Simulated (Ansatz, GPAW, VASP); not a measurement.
Pb: 4 runs at one level of theory

```
CELL_PARAMETERS angstrom
0.00000 2.47502 2.47502
2.47502 0.00000 2.47502
2.47502 2.47502 0.00000
ATOMIC_POSITIONS crystal
Pb 0.00000 0.00000 0.00000
```

Alike in all runs: task single point; functional PBE; k mesh 9 × 9 × 9; occupations gaussian, width 0.014 eV; no spin polarisation; no spin-orbit coupling. Pressure is positive in compression and, in plane waves, holds the error of the finite cutoff, which Ansatz's Pulay term estimates and takes out.

```tsv
program and potentials	plane-wave cutoff (eV)	notes	pressure (GPa)
Ansatz, Ansatz PAW	420	Pulay term of +0.02 GPa included	2.25
Ansatz, all-electron LAPW, scalar-relativistic	-	-	2.26
GPAW, GPAW PAW data sets (gpaw-data 1.2.1)	600	-	2.00
VASP, PBE PAW files Pb_d, 520 eV	520	-	2.18
```

The pressure spans 2.00 (GPAW, GPAW PAW data sets (gpaw-data 1.2.1)) to 2.26 GPa (Ansatz, all-electron LAPW, scalar-relativistic), with all-electron results at 2.26.

Differences between rows come from potentials, basis sets and numerical settings, since the functional is the same but for its coding. Runs on potential files found faulty are left out.

All four runs put fcc lead under compression at this volume, so each would lower its energy by expanding the lattice. The cell is close to the measured one at ambient conditions, where the real metal is essentially stress-free, and the positive pressure therefore points to underbinding. The likely cause is PBE's gradient correction, which tends to weaken bonding in heavy metals, though the missing spin-orbit coupling, which is strong in the 6p shell, may also contribute to the offset. Lead is soft because its bonding rests mainly on partly filled, delocalised 6p bands, while the 6s pair lies deep and adds little, so even a modest pressure implies a noticeable change in lattice parameter.

The Ansatz PAW value of 2.25 GPa almost matches the all-electron 2.26 GPa, and VASP lies close at 2.18 GPa. GPAW is lowest at 2.00 GPa, possibly because of its data set, but the sign of the pressure is unaffected. A single volume fixes neither the equilibrium lattice parameter nor the bulk modulus.
